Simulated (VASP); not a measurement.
VASP 6.6.1, PBE single-point calculation, BeTe (strained zincblende)

INCAR

```
NELM = 120
ISIF = 2
EDIFF = 1E-7
LREAL = .FALSE.
NSW = 0
GGA = PE
LASPH = .TRUE.
ISMEAR = -1
LWAVE = .FALSE.
PREC = Accurate
NBANDS = 11
IBRION = -1
ENCUT = 520
SIGMA = 0.02
LCHARG = .FALSE.
```

KPOINTS

```
KPOINTS created by Atomic Simulation Environment
0
Gamma
8 8 8
0 0 0
```

KPOINTS_OPT

```
special points
6
Reciprocal
0.0000000000 0.0000000000 0.0000000000 1
-0.5000000000 -0.5000000000 0.0000000000 1
-0.3750000000 -0.3750000000 0.2500000000 1
-0.3750000000 0.0000000000 0.3750000000 1
0.0000000000 0.0000000000 0.5000000000 1
-0.5000000000 -0.2500000000 0.2500000000 1
```

POSCAR

```
Be Te
 1.0000000000000000
     0.0000000000000000    2.8851960980000002    2.7849264596999999
     2.8851960980000002    0.0000000000000000    2.7849264596999999
     2.8851960980000002    2.8851960980000002    0.0000000000000000
 Be  Te
   1   1
Cartesian
  0.0000000000000000  0.0000000000000000  0.0000000000000000
  1.4425980489999999  1.4425980489999999  1.3924632298499997
```

VASP ran with the recommended PBE PAW datasets (8 valence electrons in the cell).

Command

```
mpirun -np 1 vasp_std
```

From OUTCAR

```
k-points           NKPTS =     59   k-points in BZ     NKDIM =     59   number of bands    NBANDS=     11

   NELECT =       8.0000    total number of electrons

   dimension x,y,z NGX =    30 NGY =   30 NGZ =   30
   dimension x,y,z NGXF=    60 NGYF=   60 NGZF=   60

  energy-cutoff  :      520.00
  volume of cell :       46.37
      direct lattice vectors                 reciprocal lattice vectors
     0.000000000  2.885196098  2.784926460    -0.173298446  0.173298446  0.179537954
     2.885196098  0.000000000  2.784926460     0.173298446 -0.173298446  0.179537954
     2.885196098  2.885196098  0.000000000     0.173298446  0.173298446 -0.179537954

 k-points in reciprocal lattice and weights: KPOINTS created by Atomic Simulation Env
   0.00000000  0.00000000  0.00000000       0.002
   0.12500000  0.00000000  0.00000000       0.016
   0.25000000  0.00000000  0.00000000       0.016
   0.37500000  0.00000000  0.00000000       0.016
   0.50000000  0.00000000  0.00000000       0.008
   0.12500000  0.12500000  0.00000000       0.004
   0.25000000  0.12500000  0.00000000       0.016
   0.37500000  0.12500000  0.00000000       0.016
   ...

 E-fermi :   5.1964

 k-point     1 :       0.0000    0.0000    0.0000
  band No.  band energies     occupation
      1      -7.3697      2.00000
      2       4.6273      2.00000
      3       4.6273      2.00000
      4       4.7999      2.00000
      5       8.2290      0.00000
      6       8.2835      0.00000
      7       8.3557      0.00000
      8       8.3557      0.00000
      9      12.9489      0.00000
     10      14.5197      0.00000
     11      15.1431      0.00000

 k-point     2 :       0.1250    0.0000    0.0000
  band No.  band energies     occupation
      1      -7.2300      2.00000
      2       3.4153      2.00000
      3       4.3920      2.00000
      4       4.5424      2.00000
      5       8.1401      0.00000
      6       8.6381      0.00000
      7       8.6750      0.00000
      8       9.5899      0.00000
      9      13.3713      0.00000
     10      13.7445      0.00000
     11      14.1547      0.00000

 k-point     3 :       0.2500    0.0000    0.0000
  band No.  band energies     occupation
      1      -6.8464      2.00000
      2       1.4935      2.00000
      3       3.9476      2.00000
      4       4.1570      2.00000
      5       7.8931      0.00000
      6       9.1391      0.00000
      7       9.2006      0.00000
      8      11.5220      0.00000
      9      13.5538      0.00000
     10      13.6150      0.00000
     11      13.9387      0.00000

 k-point     4 :       0.3750    0.0000    0.0000
  band No.  band energies     occupation
      1      -6.3641      2.00000
      2      -0.0169      2.00000
      3       3.6018      2.00000
      4       3.8604      2.00000
      5       7.6975      0.00000
      6       9.2247      0.00000
      7       9.4252      0.00000
      8      12.5195      0.00000
      9      14.1686      0.00000
     10      14.7430      0.00000
     11      14.7538      0.00000

 k-point     5 :       0.5000    0.0000    0.0000
  band No.  band energies     occupation
      1      -6.1161      2.00000
      2      -0.6184      2.00000
      3       3.4769      2.00000
      4       3.7539      2.00000
      5       7.6268      0.00000
      6       9.1857      0.00000
      7       9.4323      0.00000
      8      12.5234      0.00000
      9      15.3659      0.00000
     10      16.0100      0.00000
     11      16.1913      0.00000

 k-point     6 :       0.1250    0.1250    0.0000
  band No.  band energies     occupation
      1      -7.1740      2.00000
      2       3.6953      2.00000
      3       3.9927      2.00000
      4       3.9927      2.00000
      5       7.8855      0.00000
      6       9.2555      0.00000
      7       9.2569      0.00000
      8       9.2569      0.00000
      9      13.0839      0.00000
     10      13.9347      0.00000
     11      14.7719      0.00000

 k-point     7 :       0.2500    0.1250    0.0000
  band No.  band energies     occupation
      1      -6.8621      2.00000
      2       2.0506      2.00000
      3       3.5113      2.00000
      4       3.7991      2.00000
      5       7.9350      0.00000
      6       9.1177      0.00000
      7       9.9318      0.00000
      8      10.5038      0.00000
      9      13.1871      0.00000
     10      14.4973      0.00000
     11      14.6907      0.00000

 k-point     8 :       0.3750    0.1250    0.0000
  band No.  band energies     occupation
      1      -6.3984      2.00000
      2       0.4598      2.00000
      3       3.2132      2.00000
      4       3.3939      2.00000
      5       8.0338      0.00000
      6       9.3797      0.00000
      7      10.0540      0.00000
      8      11.0423      0.00000
      9      14.3938      0.00000
     10      14.8402      0.00000
     11      15.5205      0.00000

 k-point     9 :       0.5000    0.1250    0.0000
  band No.  band energies     occupation
      1      -6.0520      2.00000
      2      -0.4217      2.00000
      3       3.0273      2.00000
      4       3.1877      2.00000
      5       8.0133      0.00000
      6       9.4858      0.00000
      7       9.8244      0.00000
      8      12.2468      0.00000
      9      14.3216      0.00000
     10      16.1130      0.00000
     11      16.1955      0.00000

 k-point    10 :      -0.3750    0.1250    0.0000
  band No.  band energies     occupation
      1      -6.1533      2.00000
      2      -0.1926      2.00000
      3       2.8652      2.00000
      4       3.4356      2.00000
      5       8.1310      0.00000
      6       9.5782      0.00000
      7       9.5958      0.00000
      8      12.6820      0.00000
      9      14.2793      0.00000
     10      14.3322      0.00000
     11      16.0512      0.00000

 k-point    11 :      -0.2500    0.1250    0.0000
  band No.  band energies     occupation
      1      -6.5925      2.00000
      2       0.9978      2.00000
      3       2.9941      2.00000
      4       3.8836      2.00000
      5       8.3623      0.00000
      6       9.2958      0.00000
      7       9.6950      0.00000
      8      11.4357      0.00000
      9      12.9413      0.00000
     10      14.3840      0.00000
     11      15.3536      0.00000

 k-point    12 :      -0.1250    0.1250    0.0000
  band No.  band energies     occupation
      1      -7.0157      2.00000
      2       2.4991      2.00000
      3       3.5733      2.00000
      4       4.3275      2.00000
      5       8.4835      0.00000
      6       8.7915      0.00000
      7       9.1944      0.00000
      8      10.4968      0.00000
      9      12.8475      0.00000
     10      13.6545      0.00000
     11      14.3758      0.00000

 k-point    13 :       0.2500    0.2500    0.0000
  band No.  band energies     occupation
      1      -6.6340      2.00000
      2       1.9669      2.00000
      3       2.9876      2.00000
      4       2.9876      2.00000
      5       7.2215      0.00000
      6       9.0480      0.00000
      7      11.0379      0.00000
      8      11.0379      0.00000
      9      13.3127      0.00000
     10      15.5284      0.00000
     11      15.5371      0.00000

 k-point    14 :       0.3750    0.2500    0.0000
  band No.  band energies     occupation
      1      -6.2380      2.00000
      2       0.8744      2.00000
      3       2.5223      2.00000
      4       2.6605      2.00000
      5       7.3366      0.00000
      6       8.7917      0.00000
      7      11.3379      0.00000
      8      11.5781      0.00000
      9      14.8863      0.00000
     10      16.0438      0.00000
     11      16.2583      0.00000

 k-point    15 :       0.5000    0.2500    0.0000
  band No.  band energies     occupation
      1      -5.8794      2.00000
      2       0.0399      2.00000
      3       1.9209      2.00000
      4       2.6297      2.00000
      5       7.5312      0.00000
      6       9.9293      0.00000
      7      11.1493      0.00000
      8      11.3828      0.00000
      9      15.0441      0.00000
     10      16.3372      0.00000
     11      16.9286      0.00000

 k-point    16 :      -0.3750    0.2500    0.0000
  band No.  band energies     occupation
      1      -5.8557      2.00000
      2      -0.0025      2.00000
      3       1.5333      2.00000
      4       2.9009      2.00000
      5       7.7896      0.00000
      6      10.9282      0.00000
      7      10.9882      0.00000
      8      11.9407      0.00000
      9      13.1681      0.00000
     10      14.2535      0.00000
     11      17.3384      0.00000

 ...

  Total       -0.4771168     -0.4771168      0.0901390      0.0000000      0.0000000      0.0000000
  in kB      -16.4869730    -16.4869730      3.1147925      0.0000000      0.0000000      0.0000000
  external PRESSURE =      -9.9530512 kB  Pullay stress =       0.0000000 kB

 POSITION                                       TOTAL-FORCE (eV/Angst)
 -----------------------------------------------------------------------------------
      0.00000      0.00000      0.00000        -0.000000     -0.000000      0.000000
      1.44260      1.44260      1.39246         0.000000      0.000000     -0.000000
 -----------------------------------------------------------------------------------
    total drift:                                0.000000      0.000000      0.000000

  FREE ENERGIE OF THE ION-ELECTRON SYSTEM (eV)
  ---------------------------------------------------
  free  energy   TOTEN  =        -7.6150743065 eV

  energy  without entropy=       -7.6150743065  energy(sigma->0) =       -7.61507431
```

```yaml
gap_between_bands_v_and_c: 1.80 eV
least_direct_gap: 3.43 eV
pressure: -1.0 GPa
```

Band v is the last that the valence electrons fill when counted band by band, and c is the next.

The run took about 26 s on one core of a shared host (Intel Xeon Platinum 8488C) and held 0.2 GiB at most.
